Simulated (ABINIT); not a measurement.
SiC (Moissanite):

```
CELL_PARAMETERS angstrom
3.07600 0.00000 0.00000
-1.53800 2.66389 0.00000
0.00000 0.00000 5.04800
ATOMIC_POSITIONS crystal
Si 0.66667 0.33333 0.50000
Si 0.33333 0.66667 0.00000
C 0.66667 0.33333 0.88500
C 0.33333 0.66667 0.38500
```

* Program: ABINIT 10.8.3 (patched build)
* Task: relaxation of cell and atoms
* Functional: PBE
* Potentials or basis: JTH PAW PBE v2.0
* Cutoff: 626 eV
* k mesh: 10 × 10 × 5
* Occupations: fermi-dirac, width 0.05 eV
* Spin: no spin polarisation

At the start: pressure 3.4 GPa; volume 10.34 Å³/atom.

Question: How do energy, volume and symmetry change on relaxing?

Answer: Over 7 steps the energy falls by 10.2 meV/atom and the volume is 10.49 Å³/atom (+1.4 %); space group P6_3mc (No. 186, to 0.05 Å).

The path:
```
step  energy change (eV)  largest force (eV/Å)  pressure (GPa)  volume (Å³)
   1              0.0000                0.7470            3.36        41.36
   2             -0.0260                0.4691            0.89        41.79
   3             -0.0379                0.1123           -0.65        42.08
   4             -0.0398                0.0291           -0.51        42.05
   5             -0.0408                0.0122           -0.07        41.96
   6             -0.0408                0.0023            0.00        41.95
   7             -0.0408                0.0001            0.00        41.95
```

Final structure:
```cif
data_structure
_symmetry_space_group_name_H-M 'P 1'
_symmetry_Int_Tables_number 1
_cell_length_a 3.0903
_cell_length_b 3.0903
_cell_length_c 5.0721
_cell_angle_alpha 90.000
_cell_angle_beta 90.000
_cell_angle_gamma 120.000
_cell_volume 41.95
loop_
_atom_site_label
_atom_site_type_symbol
_atom_site_fract_x
_atom_site_fract_y
_atom_site_fract_z
_atom_site_occupancy
Si1 Si 0.66667 0.33333 0.50457 1
Si2 Si 0.33333 0.66667 0.00457 1
C1 C 0.66667 0.33333 0.88043 1
C2 C 0.33333 0.66667 0.38043 1
```
